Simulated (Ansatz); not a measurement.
PtS2:

```
Pt S
1.0
     3.54320    0.00000    0.00000
    -1.77160    3.06850    0.00000
     0.00000    0.00000    5.03880
Pt S
1 2
Direct
  0.00000 0.00000 0.00000
  0.66667 0.33333 0.77300
  0.33333 0.66667 0.22700
```

| Quantity | Value |
| --- | --- |
| Program | Ansatz 0.2.0 |
| Task | relaxation of cell and atoms |
| Functional | PBEsol |
| Potentials or basis | all-electron LAPW, scalar-relativistic |
| Basis error allowed | 0.002 eV/atom |
| k mesh | 9 × 9 × 5 |
| Occupations | fermi-dirac, width 0.05 eV |
| Spin | no spin polarisation |

At the start: volume 18.26 Å³/atom.

Task: Where does the relaxation end?

Result: Over 7 steps the energy falls by 24.0 meV/atom and the volume is 17.58 Å³/atom (-3.7 %); space group P-3m1 (No. 164, to 0.05 Å).

Step by step:
| step | energy change (eV) | largest force (eV/Å) | volume (Å³) |
| --- | --- | --- | --- |
| 1 | 0.0000 | 0.9506 | 54.78 |
| 2 | -0.0647 | 0.1527 | 54.23 |
| 3 | -0.0692 | 0.0053 | 54.53 |
| 4 | -0.0703 | 0.0193 | 54.05 |
| 5 | -0.0716 | 0.0493 | 52.52 |
| 6 | -0.0719 | 0.0000 | 52.75 |
| 7 | -0.0720 | 0.0001 | 52.75 |

Final structure:
```
Pt S
1.0
     3.57115    0.00000    0.00000
    -1.78558    3.09271    0.00000
     0.00000    0.00000    4.77582
Pt S
1 2
Cartesian
  0.0000 0.0000 0.0000
  1.7856 1.0309 3.5788
  0.0000 2.0618 1.1971
```
